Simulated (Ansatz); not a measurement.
# IrO2: the cost of one run

Program: Ansatz 0.2.0. Level of theory: DFT LDA, scalar-relativistic, plane waves, PAW. These are calculated values, not measurements.

A COD entry behind a cell of this session may itself be a prediction, so a difference from it is no test against experiment.

### 1 The structure to begin with

It takes space group P4_2/mnm (No. 136, tetragonal). The conventional cell has a = 4.505 Å, b = 4.505 Å, c = 3.159 Å, α = 90.00°, β = 90.00°, γ = 90.00°. Around Ir (site symmetry mmm) lie 6 O at 1.96 to 2.00 Å. Around O (site symmetry m2m) lie 3 Ir at 1.96 to 2.00 Å.

Coordinates:

```cif
data_structure
_symmetry_space_group_name_H-M 'P4_2/mnm'
_symmetry_Int_Tables_number 136
_cell_length_a 4.5051
_cell_length_b 4.5051
_cell_length_c 3.1586
_cell_angle_alpha 90.000
_cell_angle_beta 90.000
_cell_angle_gamma 90.000
_cell_volume 64.11
loop_
_atom_site_label
_atom_site_type_symbol
_atom_site_symmetry_multiplicity
_atom_site_Wyckoff_symbol
_atom_site_fract_x
_atom_site_fract_y
_atom_site_fract_z
_atom_site_occupancy
Ir1 Ir 2 a 0.00000 0.00000 0.00000 1
O1 O 4 f 0.30770 0.30770 0.00000 1
```

The structure comes from the Crystallography Open Database.

(A quick probe on a coarse mesh, which set the mesh and smearing, is not shown.)

### 3 Rough relaxation on the coarse mesh

input.yaml reads:

```yaml
crystal:
  lattice:
    - [4.5051, 0.0, 0.0]
    - [0.0, 4.5051, 0.0]
    - [0.0, 0.0, 3.1586]
  atoms:
    - { symbol: Ir, position: [0.0, 0.0, 0.0] }
    - { symbol: Ir, position: [0.5, 0.5, 0.5] }
    - { symbol: O, position: [0.3077, 0.3077, 0.0] }
    - { symbol: O, position: [0.1923, 0.8077, 0.5] }
    - { symbol: O, position: [0.6923, 0.6923, 0.0] }
    - { symbol: O, position: [0.8077, 0.1923, 0.5] }
basis:
  ecutwfc: 420
kpoints:
  mp_grid: { grid: [4, 4, 6] }
hamiltonian:
  xc: lda
scf:
  occupations: { method: gaussian, width: 0.1 }
output:
  forces: true
  stress: true
  eigenvalues: true
relax:
  adjacent_minimum: "off"
  f_tol: 0.05
  max_steps: 80
  cell: { stress_tol: 0.5 }
```

The run is started by

```sh
ansatz run input.yaml --threads 4 --pin off --max-ram 10240MiB --backend cpu --events-out ev --progress --plain --runs-dir out
```

What time and memory should one allow on 4 threads of Intel Xeon Platinum 8375C at 2.90GHz (Ice Lake), shared host?

About 6.5 s, with a peak of 0.42 GiB.
